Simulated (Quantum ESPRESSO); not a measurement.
SnSe:

```
Sn Se
1.0
     0.00000    3.01000    3.01000
     3.01000    0.00000    3.01000
     3.01000    3.01000    0.00000
Sn Se
1 1
Direct
  0.00000 0.00000 0.00000
  0.50000 0.50000 0.50000
```

Measurements of this composition are mostly on another form, of space group No. 62.

Base run:

* Program: Quantum ESPRESSO 7.5
* Functional: PBEsol
* Potentials or basis: PseudoDojo 0.4.1 SR PBEsol standard
* Cutoff: 1170 eV
* Density cutoff: 4680 eV
* k mesh: 8 × 8 × 8
* Occupations: fermi-dirac, width 0.05 eV
* Spin: no spin polarisation

Its results: pressure -1.9 GPa.

Question: The run is repeated on the same cell with these changes: functional from PBEsol to LDA; potentials or basis from PseudoDojo 0.4.1 SR PBEsol standard to PseudoDojo 0.4.1 SR LDA standard. What comes out?

Answer: Pressure -3.4 GPa.

Not every run made on this cell is shown here.
